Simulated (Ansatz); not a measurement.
# C: a test of stability by relaxation and further scans, part 2 of 2

The task, for C: break the symmetry and see whether a relaxation comes back and disturb the structure and relax it again.

Ansatz 0.2.0; DFT PBE, scalar-relativistic, plane waves, PAW. Earlier steps stand in the parts before.

### 10 Relaxing from there

The input, input.yaml:

```yaml
crystal:
  lattice:
    - [0.0, -1.7857375323, -1.7857375323]
    - [-1.7857375323, 0.0, -1.7857375323]
    - [1.7857375323, 1.7857375323, -3.5714750645]
  atoms:
    - { symbol: C, position: [0.73014804, 0.7729923525, 0.7499958182] }
    - { symbol: C, position: [0.2361017139, 0.2469978921, 0.2569421194] }
    - { symbol: C, position: [0.3737577186, 0.392791471, 0.8860899575] }
    - { symbol: C, position: [0.9099925275, 0.8372182844, 0.3569721049] }
basis:
  ecutwfc: 420
kpoints:
  mp_grid: { grid: [12, 12, 10] }
hamiltonian:
  xc: pbe
scf:
  occupations: { method: gaussian, width: 0.05 }
output:
  forces: true
  stress: true
  eigenvalues: true
relax:
  adjacent_minimum: "off"
  f_tol: 0.01
  max_steps: 80
  cell: { stress_tol: 0.1 }
```

On the command line:

```console
> ansatz run input.yaml --threads 2 --pin off --max-ram 5120MiB --backend cpu --events-out ev --progress --plain --runs-dir out
```

Log:

```text
Warning: RAYON_NUM_THREADS=2 ignored (pool sized by the plan → 2); use --threads N
Engine: ansatz 0.2.0, aarch64-unknown-linux-gnu
Pseudopotentials: kind: paw
Pseudopotential: C, paw, valence charge 4, recommended cutoff 420 eV (normal), C.paw.azcp
Functional definition: PBE
  parameter kappa = 0.804
  parameter beta = 0.06672455060314922
  exchange = pbe_x(kappa = kappa, mu = beta*pi^2/3)
  correlation = pbe_c(beta = beta)
Crystal: 4 atoms, lattice volume = 22.778 Å³
Basis set: ecut = 420 eV, 457 PW (Γ), exchange–correlation on 36×36×60 points (8 copies of the dense FFT grid, shifted against one another)
Bands: 12, of which v1, the nominal top of the filled ones, is band 8 counted from 1 (7 counted from 0)
Symmetry: 1 space group operations
Space group: P1 (ITA 1), of the structure as read, at distance tolerance 2.8e-5 Å
k-points: 724 of 1440 (time reversal used)
Non-local potential: C, projectors of the file, l = 0: 2, l = 1: 2, l = 2: 1
PAW form: soft (Blöchl's): semilocal exchange-correlation on the pseudo side does not see the compensation charge
PAW one-centre angular grid: C, 110 points (default); XC on 64 Gauss nodes
Initial density: superposition of atomic densities (neutral atoms: chi_scale 0, normalization atom), corrected by the library's trained network
Initial wavefunctions: pseudopotential atomic-orbital guess
Functional: x = pbe(κ = 0.804, μ = 0.2195149727645171), c = pbe(β = 0.06672455060314922)
SCF iter   1: F=—  HF=-1002.627557 eV  |F-HF|=—  |Δ(HF+E_count)|=         —  Δρ=3.48e-3  dr2=2.70e-3  ethr=1.77e-3  ⟨swp⟩=5.8  Hψ=51490  notcnv=0
preconditioner: auto → none  [insulator: Δε(μ)=2.730 eV  Ē_g=16.856 eV  σ=0.050 eV  W_gap=1.00  n_scr=2 (ndim 8)  ℏωp=31.1 eV  f_vac=0.000  D(μ)=0.00/eV (n_scr^D=0)  ε∞_Penn≈4.4]
SCF iter   2: F=—  HF=-1002.627176 eV  |F-HF|=—  |Δ(HF+E_count)|=   3.81e-4  Δρ=1.81e-3  dr2=6.14e-4  ethr=1.69e-5  ⟨swp⟩=2.3  Hψ=17892  notcnv=0
SCF iter   3: F=—  HF=-1002.627119 eV  |F-HF|=—  |Δ(HF+E_count)|=   5.67e-5  Δρ=8.71e-4  dr2=5.57e-5  ethr=3.84e-6  ⟨swp⟩=2.2  Hψ=12341  notcnv=0
SCF iter   4: F=—  HF=-1002.627191 eV  |F-HF|=—  |Δ(HF+E_count)|=   7.15e-5  Δρ=2.52e-4  dr2=6.89e-6  ethr=3.48e-7  ⟨swp⟩=2.6  Hψ=13931  notcnv=0
SCF iter   5: F=—  HF=-1002.627195 eV  |F-HF|=—  |Δ(HF+E_count)|=   4.32e-6  Δρ=7.04e-5  dr2=2.85e-7  ethr=4.31e-8  ⟨swp⟩=2.3  Hψ=13060  notcnv=0
SCF iter   6: F=-1002.627196 eV  HF=-1002.627196 eV  |F-HF|=2.47e-9  |Δ(HF+E_count)|=   6.32e-7  Δρ=1.26e-5  dr2=2.20e-8  ethr=6.25e-10  ⟨swp⟩=5.5  Hψ=41233  notcnv=0
SCF 1 converged in 6 iterations: F = -1002.627196 eV  dr2 = 2.20e-8
relax step   1: F+E_penalty+E_count = -1002.62719553 eV  Δ(F+E_penalty+E_count) = +0.000e0 eV  max|allowed force component| = 5.687e0 eV/Å  Δτ_max = 0.0000 Å  P = +4.573 GPa  Ω = 22.778 Å³  (6 SCF iters, dr2 threshold 1.00e-7 eV, accepted)
Crystal: 4 atoms, lattice volume = 22.944 Å³
Basis set: ecut = 420 eV, 461 PW (Γ), exchange–correlation on 36×36×60 points (8 copies of the dense FFT grid, shifted against one another)
Initial density: handed on by an earlier stage of this run
Initial wavefunctions: those handed on with the density
iter 1 solved again at ethr=2.32e-4 eV; its pass at ethr=3.10e-3 eV (dr2=3.71e-2 eV) is discarded
SCF iter   1: F=—  HF=-1003.112523 eV  |F-HF|=—  |Δ(HF+E_count)|=         —  Δρ=1.90e-2  dr2=3.86e-2  ethr=2.32e-4  ⟨swp⟩=1.0  Hψ=75488  notcnv=0
preconditioner: auto → none  [insulator: Δε(μ)=3.623 eV  Ē_g=16.943 eV  σ=0.050 eV  W_gap=1.00  n_scr=2 (ndim 8)  ℏωp=31.0 eV  f_vac=0.000  D(μ)=0.00/eV (n_scr^D=0)  ε∞_Penn≈4.3]
SCF iter   2: F=—  HF=-1003.106235 eV  |F-HF|=—  |Δ(HF+E_count)|=   6.29e-3  Δρ=8.78e-3  dr2=7.77e-3  ethr=2.32e-4  ⟨swp⟩=2.2  Hψ=15089  notcnv=0
SCF iter   3: F=—  HF=-1003.105881 eV  |F-HF|=—  |Δ(HF+E_count)|=   3.53e-4  Δρ=3.88e-3  dr2=1.91e-3  ethr=4.86e-5  ⟨swp⟩=2.2  Hψ=15780  notcnv=0
SCF iter   4: F=—  HF=-1003.105710 eV  |F-HF|=—  |Δ(HF+E_count)|=   1.71e-4  Δρ=6.63e-4  dr2=4.07e-5  ethr=1.20e-5  ⟨swp⟩=2.2  Hψ=12156  notcnv=0
SCF iter   5: F=—  HF=-1003.105727 eV  |F-HF|=—  |Δ(HF+E_count)|=   1.72e-5  Δρ=2.58e-4  dr2=1.21e-5  ethr=2.54e-7  ⟨swp⟩=2.0  Hψ=14154  notcnv=0
SCF iter   6: F=-1003.105725 eV  HF=-1003.105725 eV  |F-HF|=3.40e-8  |Δ(HF+E_count)|=   2.50e-6  Δρ=4.01e-5  dr2=1.29e-7  ethr=2.50e-9  ⟨swp⟩=4.2  Hψ=46964  notcnv=0
SCF 2 converged in 6 iterations: F = -1003.105725 eV  dr2 = 1.29e-7
relax step   2: F+E_penalty+E_count = -1003.10572500 eV  Δ(F+E_penalty+E_count) = -4.785e-1 eV  max|allowed force component| = 1.761e0 eV/Å  Δτ_max = 0.0877 Å  P = -1.351 GPa  Ω = 22.944 Å³  energy of the carried Pulay correction = -1.073e-3 eV  (6 SCF iters, dr2 threshold 4.00e-7 eV, accepted)
Crystal: 4 atoms, lattice volume = 21.508 Å³
Basis set: ecut = 420 eV, 391 PW (Γ), exchange–correlation on 36×36×60 points (8 copies of the dense FFT grid, shifted against one another)
iter 1 solved again at ethr=6.39e-4 eV; its pass at ethr=3.10e-3 eV (dr2=1.02e-1 eV) is discarded
SCF iter   1: F=—  HF=-1003.152607 eV  |F-HF|=—  |Δ(HF+E_count)|=         —  Δρ=2.62e-2  dr2=1.04e-1  ethr=6.39e-4  ⟨swp⟩=1.0  Hψ=77227  notcnv=0
preconditioner: auto → none  [insulator: Δε(μ)=4.165 eV  Ē_g=17.767 eV  σ=0.050 eV  W_gap=1.00  n_scr=2 (ndim 8)  ℏωp=32.0 eV  f_vac=0.000  D(μ)=0.00/eV (n_scr^D=0)  ε∞_Penn≈4.2]
SCF iter   2: F=—  HF=-1003.121504 eV  |F-HF|=—  |Δ(HF+E_count)|=   3.11e-2  Δρ=1.03e-2  dr2=1.58e-2  ethr=6.39e-4  ⟨swp⟩=2.5  Hψ=15886  notcnv=0
SCF iter   3: F=—  HF=-1003.119447 eV  |F-HF|=—  |Δ(HF+E_count)|=   2.06e-3  Δρ=4.72e-3  dr2=6.14e-3  ethr=9.89e-5  ⟨swp⟩=2.3  Hψ=16662  notcnv=0
SCF iter   4: F=—  HF=-1003.117886 eV  |F-HF|=—  |Δ(HF+E_count)|=   1.56e-3  Δρ=9.76e-4  dr2=6.48e-5  ethr=3.84e-5  ⟨swp⟩=2.2  Hψ=14870  notcnv=0
SCF iter   5: F=—  HF=-1003.117939 eV  |F-HF|=—  |Δ(HF+E_count)|=   5.39e-5  Δρ=7.43e-5  dr2=7.93e-7  ethr=4.05e-7  ⟨swp⟩=2.5  Hψ=14202  notcnv=0
SCF iter   6: F=-1003.117940 eV  HF=-1003.117940 eV  |F-HF|=2.35e-8  |Δ(HF+E_count)|=   1.02e-7  Δρ=2.36e-5  dr2=7.38e-8  ethr=2.50e-9  ⟨swp⟩=6.2  Hψ=43498  notcnv=0
SCF 3 converged in 6 iterations: F = -1003.117940 eV  dr2 = 7.38e-8
relax step   3: F+E_penalty+E_count = -1003.11793953 eV  Δ(F+E_penalty+E_count) = -1.221e-2 eV  max|allowed force component| = 5.833e-1 eV/Å  Δτ_max = 0.0453 Å  P = +28.369 GPa  Ω = 21.508 Å³  energy of the carried Pulay correction = +8.440e-3 eV  (6 SCF iters, dr2 threshold 4.00e-7 eV, accepted)
Crystal: 4 atoms, lattice volume = 22.854 Å³
iter 1 solved again at ethr=3.45e-4 eV; its pass at ethr=3.10e-3 eV (dr2=5.51e-2 eV) is discarded
SCF iter   1: F=—  HF=-1003.246721 eV  |F-HF|=—  |Δ(HF+E_count)|=         —  Δρ=1.68e-2  dr2=5.45e-2  ethr=3.45e-4  ⟨swp⟩=1.0  Hψ=70235  notcnv=0
preconditioner: auto → none  [insulator: Δε(μ)=4.079 eV  Ē_g=17.053 eV  σ=0.050 eV  W_gap=1.00  n_scr=2 (ndim 8)  ℏωp=31.1 eV  f_vac=0.000  D(μ)=0.00/eV (n_scr^D=0)  ε∞_Penn≈4.3]
SCF iter   2: F=—  HF=-1003.232099 eV  |F-HF|=—  |Δ(HF+E_count)|=   1.46e-2  Δρ=6.23e-3  dr2=7.78e-3  ethr=3.40e-4  ⟨swp⟩=3.0  Hψ=16961  notcnv=0
SCF iter   3: F=—  HF=-1003.231124 eV  |F-HF|=—  |Δ(HF+E_count)|=   9.75e-4  Δρ=2.51e-3  dr2=2.36e-3  ethr=4.86e-5  ⟨swp⟩=2.4  Hψ=16817  notcnv=0
SCF iter   4: F=—  HF=-1003.230490 eV  |F-HF|=—  |Δ(HF+E_count)|=   6.34e-4  Δρ=5.31e-4  dr2=2.34e-5  ethr=1.47e-5  ⟨swp⟩=2.2  Hψ=12461  notcnv=0
SCF iter   5: F=—  HF=-1003.230528 eV  |F-HF|=—  |Δ(HF+E_count)|=   3.75e-5  Δρ=6.03e-5  dr2=6.76e-7  ethr=1.46e-7  ⟨swp⟩=2.1  Hψ=14003  notcnv=0
SCF iter   6: F=-1003.230528 eV  HF=-1003.230528 eV  |F-HF|=2.79e-8  |Δ(HF+E_count)|=   8.15e-8  Δρ=1.44e-5  dr2=1.64e-8  ethr=2.50e-9  ⟨swp⟩=6.0  Hψ=42635  notcnv=0
SCF 4 converged in 6 iterations: F = -1003.230528 eV  dr2 = 1.64e-8
relax step   4: F+E_penalty+E_count = -1003.23052761 eV  Δ(F+E_penalty+E_count) = -1.126e-1 eV  max|allowed force component| = 3.979e-2 eV/Å  Δτ_max = 0.0100 Å  P = -1.437 GPa  Ω = 22.854 Å³  energy of the carried Pulay correction = -4.908e-4 eV  (6 SCF iters, dr2 threshold 4.00e-7 eV, accepted)
Crystal: 4 atoms, lattice volume = 22.777 Å³
iter 1 solved again at ethr=1.02e-6 eV; its pass at ethr=3.10e-3 eV (dr2=1.63e-4 eV) is discarded
SCF iter   1: F=—  HF=-1003.231532 eV  |F-HF|=—  |Δ(HF+E_count)|=         —  Δρ=9.28e-4  dr2=1.53e-4  ethr=1.02e-6  ⟨swp⟩=1.5  Hψ=60430  notcnv=0
preconditioner: auto → none  [insulator: Δε(μ)=4.165 eV  Ē_g=17.102 eV  σ=0.050 eV  W_gap=1.00  n_scr=2 (ndim 8)  ℏωp=31.1 eV  f_vac=0.000  D(μ)=0.00/eV (n_scr^D=0)  ε∞_Penn≈4.3]
SCF iter   2: F=—  HF=-1003.231493 eV  |F-HF|=—  |Δ(HF+E_count)|=   3.84e-5  Δρ=3.51e-4  dr2=2.13e-5  ethr=9.56e-7  ⟨swp⟩=2.0  Hψ=14104  notcnv=0
SCF iter   3: F=—  HF=-1003.231489 eV  |F-HF|=—  |Δ(HF+E_count)|=   4.51e-6  Δρ=4.48e-5  dr2=4.35e-7  ethr=1.33e-7  ⟨swp⟩=2.4  Hψ=14769  notcnv=0
SCF iter   4: F=-1003.231489 eV  HF=-1003.231489 eV  |F-HF|=3.42e-8  |Δ(HF+E_count)|=   2.75e-8  Δρ=2.25e-5  dr2=9.20e-8  ethr=2.50e-9  ⟨swp⟩=5.4  Hψ=39451  notcnv=0
SCF 5 converged in 4 iterations: F = -1003.231489 eV  dr2 = 9.20e-8
relax step   5: F+E_penalty+E_count = -1003.23148875 eV  Δ(F+E_penalty+E_count) = -9.611e-4 eV  max|allowed force component| = 7.880e-4 eV/Å  Δτ_max = 0.0013 Å  P = +0.048 GPa  Ω = 22.777 Å³  energy of the carried Pulay correction = +3.744e-6 eV  (4 SCF iters, dr2 threshold 4.00e-7 eV, accepted)
Initial wavefunctions: pseudopotential atomic-orbital guess (no wavefunctions were taken with the density)
iter 1 solved again at ethr=8.30e-9 eV; its pass at ethr=3.10e-3 eV (dr2=1.33e-6 eV) is discarded
SCF iter   1: F=—  HF=-1003.231480 eV  |F-HF|=—  |Δ(HF+E_count)|=         —  Δρ=2.24e-5  dr2=9.20e-8  ethr=8.30e-9  ⟨swp⟩=3.4  Hψ=75574  notcnv=0
preconditioner: auto → none  [insulator: Δε(μ)=4.162 eV  Ē_g=17.101 eV  σ=0.050 eV  W_gap=1.00  n_scr=2 (ndim 8)  ℏωp=31.1 eV  f_vac=0.000  D(μ)=0.00/eV (n_scr^D=0)  ε∞_Penn≈4.3]
SCF iter   2: F=—  HF=-1003.231485 eV  |F-HF|=—  |Δ(HF+E_count)|=   5.38e-6  Δρ=1.16e-5  dr2=2.54e-8  ethr=5.75e-10  ⟨swp⟩=2.1  Hψ=13289  notcnv=0
SCF iter   3: F=—  HF=-1003.231485 eV  |F-HF|=—  |Δ(HF+E_count)|=   1.26e-9  Δρ=6.42e-6  dr2=3.24e-9  ethr=1.59e-10  ⟨swp⟩=2.2  Hψ=12291  notcnv=0
SCF iter   4: F=-1003.231485 eV  HF=-1003.231485 eV  |F-HF|=7.86e-11  |Δ(HF+E_count)|=   4.13e-9  Δρ=8.15e-7  dr2=6.43e-11  ethr=1.00e-12  ⟨swp⟩=3.5  Hψ=34659  notcnv=0
SCF 6 converged in 4 iterations: F = -1003.231485 eV  dr2 = 6.43e-11
relax step   6: F+E_penalty+E_count = -1003.23148510 eV  Δ(F+E_penalty+E_count) = +3.645e-6 eV  max|allowed force component| = 9.763e-4 eV/Å  Δτ_max = 0.0000 Å  P = +0.051 GPa  Ω = 22.777 Å³  stress off target by 5.88e-2 GPa  SCF on the basis re-selected at this cell (its energy is not comparable with the rows above)  (4 SCF iters)
basis re-selected at this cell: Δ(F+E_penalty+E_count) = +3.645e-6 eV, ΔP = +0.003 GPa vs the last step (what re-selecting the basis moved, of the pressure what is left beyond the Pulay correction that the steps carried, after the strain that the cell walked since its last selection, with what the two solves' SCF thresholds leave and, on support functions, any second-order correction that the steps lacked; it is no measure of the basis error at this ecutwfc). This SCF's stress stands 5.88e-2 GPa from its target on what of the cell is left free (relax.cell.stress_tol is 1.00e-1 GPa) and its largest allowed force component is 9.76e-4 eV/Å (relax.f_tol is 1.00e-2 eV/Å): within both
SCF converged after 4 iterations
Free energy (F): -1003.231485 eV
Harris-Foulkes:  -1003.231485 eV  (|F-HF|=7.86e-11)
Internal energy: -1003.231485 eV  (E = F + TS)
E sigma→0 (E₀):  -1003.231485 eV
Fermi energy:    15.326511 eV
--- Per-component energies (eV) ---
  E_band       = 68.661930
  E_kinetic    = 368.527070
  E_local      = -245.376916  (includes V_loc(G=0)·N_el)
  E_nonlocal   = 106.537354
  E_hartree    = 53.647550
  E_xc         = -194.721296
  E_vxc        = -241.728263  (∫ρ·V_xc dr)
  E_paw        = -396.839316  (= ΣΔE_a)
  E_vpaw       = -26.592412  (= ΣTr[D̂ρ^β])
  E_aug_tail   = 0.000036  (compensation charges beyond the density's cutoff)
  E_ewald      = -695.005967
  E_smearing   = -0.000000  (= −TS)
  E_closure    = -0.000000  (closes the sum)
  Σ components = -1003.231485   (vs F -1003.231485, Δ=0.00e0)
--- Forces (eV/Å), atoms counted from 1 ---
  atom   1  C     -0.00022534     0.00042240    -0.00097626
  atom   2  C      0.00032687    -0.00063458     0.00053195
  atom   3  C     -0.00025768    -0.00031975     0.00053058
  atom   4  C      0.00015596     0.00053172    -0.00008619
  max |Σ_I F_I| component: 2.08e-7 eV/Å
--- Stress (GPa, compression-positive) ---
        0.051452       0.001939       0.002460
        0.001939       0.048044      -0.008220
        0.002460      -0.008220       0.052382
  P = ⅓ Tr σ = 0.0506 GPa (0.506 kbar)
--- Band table (eV; the first three rows and the last of 724) ---
  k-point 0: bands = ["-8.1807", "-2.4267", "-0.0902", "10.4481", "10.4482", "13.2453", "13.2454", "13.2455", "18.8279", "18.8283", "18.8285", "21.6958"]
  k-point 1: bands = ["-8.1117", "-2.9711", "0.5680", "10.4920", "10.4920", "12.7612", "13.1213", "13.1214", "18.9889", "18.9892", "19.1264", "21.6889"]
  k-point 2: bands = ["-7.9048", "-3.9284", "1.8640", "10.6230", "10.6231", "11.5732", "12.8002", "12.8003", "19.4119", "19.4122", "19.7649", "21.6558"]
  k-point 723: bands = ["-2.1784", "-2.1782", "2.4830", "2.4830", "6.5220", "6.5222", "8.3809", "8.3812", "19.3172", "19.3175", "24.6405", "24.6411"]
--- Relaxed structure (5 steps of the walk, 5 accepted, 1 SCFs on fresh bases) ---
  F+E_penalty+E_count = -1003.23148510 eV   max|allowed force component| = 9.763e-4 eV/Å   (the final SCF, on the basis selected at the relaxed cell)
  cell:  # Å, volume = 22.7773 Å³
    - [6.266959300687811e-6, -1.7857416085594917, -1.785734419084903]
    - [-1.785718010486051, -1.0815657858789186e-5, -1.7857173364677434]
    - [1.7857214567411792, 1.7856938069631423, -3.5714273034327575]
  atoms:
    - { symbol: C, position: [0.7500028413796289, 0.7499866149991663, 0.7499977579733897] }
    - { symbol: C, position: [0.24999526770349167, 0.2500131319948038, 0.2500019661436913] }
    - { symbol: C, position: [0.3750006844590978, 0.37499194686223564, 0.8750020142003284] }
    - { symbol: C, position: [0.8750012064577815, 0.8750083061437941, 0.3749982616825903] }
```

Wall time 72 s (2 threads of Arm Neoverse V2, shared host); peak memory 0.54 GiB.

Step by step:

| step | energy from step 1 (eV/cell) | largest force component (eV/Å) | pressure (GPa) | volume (Å³) |
| --- | --- | --- | --- | --- |
| 1 | 0.0000 | 5.6867 | 4.57 | 22.78 |
| 2 | -0.4785 | 1.7609 | -1.35 | 22.94 |
| 3 | -0.4907 | 0.5833 | 28.37 | 21.51 |
| 4 | -0.6033 | 0.0398 | -1.44 | 22.85 |
| 5 | -0.6043 | 0.0008 | 0.05 | 22.78 |
| 6 | -0.6043 | 0.0010 | 0.05 | 22.78 |

Step 1 is the start. Step 6 repeats the geometry before it on a plane-wave basis chosen anew for that cell, so its energy need not be comparable with the rows above.

|  | before | after | change |
| --- | --- | --- | --- |
| a (Å) | 2.525 | 2.525 | 0.0 % |
| b (Å) | 2.525 | 2.525 | 0.0 % |
| c (Å) | 4.374 | 4.374 | 0.0 % |
| volume (Å³/atom) | 5.69 | 5.69 | 0.0 % |
| shortest distance (Å) | 1.426 | 1.546 | +8.5 % |
| space group (0.01 Å) | P1 | Fd-3m | changed |

### 11 What came out

The summary covers parts 1 to 2. Changes of volume or cell count from the first structure of part 1.

| quantity | value |
| --- | --- |
| cost of the disturbance (test of stability by relaxation, step 3) | 3659.1 meV/atom |
| end of the relaxation, from the reference (test of stability by relaxation, step 3) | +0.0 meV/atom |
| final space group (test of stability by relaxation, step 3) | Fd-3m (tolerance 0.05 Å; reference Fd-3m) |
| cost of the disturbance (symmetry broken, then relaxed, step 7) | 151.1 meV/atom |
| end of the relaxation, from the reference (symmetry broken, then relaxed, step 7) | +0.0 meV/atom |
| final space group (symmetry broken, then relaxed, step 7) | Fd-3m (tolerance 0.05 Å; reference Fd-3m) |
| volume change (symmetry broken, then relaxed, step 7) | -0.00 % |
| step 9, run with mixing.algorithm msr1, mixing.beta 0.3 (against step 8) | 0.0 meV/atom |

Test of stability by relaxation, step 3: it comes back to the reference (within 1.5 meV/atom), so the structure resists this disturbance. Symmetry broken, then relaxed, step 7: it comes back to the reference (within 1.5 meV/atom), so the structure resists this disturbance. Where forces pass 15 eV/Å atoms stand far too close, the PAW spheres overlap strongly and those numbers are rough. A measured lattice constant a of C is 3.567 Å (powder; quoted in “Characterization of the Materials Synthesized by High Pressure-High Temperature Treatment of a Polymer Derived t-BC2N Ceramic”, 2011, pmc:5448883); the calculated 3.571 Å misses it by +0.1 %. That is the cell relaxed with PBE. The calculation is for a static lattice.
